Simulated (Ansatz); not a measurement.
# LiCl: the cost of one run

Method: DFT PBE, scalar-relativistic, plane waves, PAW, in Ansatz 0.2.0.

## Step 1: The system as given

Symmetry: P4_2/mnm, No. 136, tetragonal system. The conventional cell has a = 5.993 Å, b = 5.993 Å, c = 3.540 Å, α = 90.00°, β = 90.00°, γ = 90.00°. Li (site symmetry m2m) is surrounded by 4 Cl at 2.11 to 2.19 Å. Cl (site symmetry m2m) has 4 Li at 2.11 to 2.19 Å as nearest neighbours.

As a file:

```cif
data_structure
_symmetry_space_group_name_H-M 'P 1'
_symmetry_Int_Tables_number 1
_cell_length_a 5.9934
_cell_length_b 5.9934
_cell_length_c 3.5398
_cell_angle_alpha 90.000
_cell_angle_beta 90.000
_cell_angle_gamma 90.000
_cell_volume 127.15
loop_
_atom_site_label
_atom_site_type_symbol
_atom_site_fract_x
_atom_site_fract_y
_atom_site_fract_z
_atom_site_occupancy
Li1 Li 0.68236 0.68236 0.00000 1
Li2 Li 0.81764 0.18236 0.50000 1
Li3 Li 0.31764 0.31764 0.00000 1
Li4 Li 0.18236 0.81764 0.50000 1
Cl1 Cl 0.81764 0.81764 0.50000 1
Cl2 Cl 0.68236 0.31764 0.00000 1
Cl3 Cl 0.18236 0.18236 0.50000 1
Cl4 Cl 0.31764 0.68236 0.00000 1
```

Recipe of the guess: 4-connected net, two elements alternating (P4_2/mnm, No. 136). Its size is a rough estimate.

## Step 2: A first look at the guess

input.yaml reads:

```yaml
crystal:
  lattice:
    - [5.99341717, 0.0, 0.0]
    - [0.0, 5.99341717, 0.0]
    - [0.0, 0.0, 3.53982293]
  atoms:
    - { symbol: Li, position: [0.68236281, 0.68236281, 0.0] }
    - { symbol: Li, position: [0.81763719, 0.18236281, 0.5] }
    - { symbol: Li, position: [0.31763719, 0.31763719, 0.0] }
    - { symbol: Li, position: [0.18236281, 0.81763719, 0.5] }
    - { symbol: Cl, position: [0.81763719, 0.81763719, 0.5] }
    - { symbol: Cl, position: [0.68236281, 0.31763719, 0.0] }
    - { symbol: Cl, position: [0.18236281, 0.18236281, 0.5] }
    - { symbol: Cl, position: [0.31763719, 0.68236281, 0.0] }
basis:
  ecutwfc: 420
kpoints:
  mp_grid: { grid: [4, 4, 6] }
hamiltonian:
  xc: pbe
scf:
  occupations: { method: gaussian, width: 0.1 }
  lower_state_search: "off"
output:
  forces: true
  stress: true
  eigenvalues: true
```

Started as:

```
ansatz run input.yaml --threads 1 --pin off --max-ram 2560MiB --backend cpu --events-out ev --progress --plain --runs-dir out
```

**Question.** How long does this run take on 1 thread of Arm Neoverse V1, shared host, and how much memory does it need?

About 5.9 s, with a peak of 0.36 GiB.
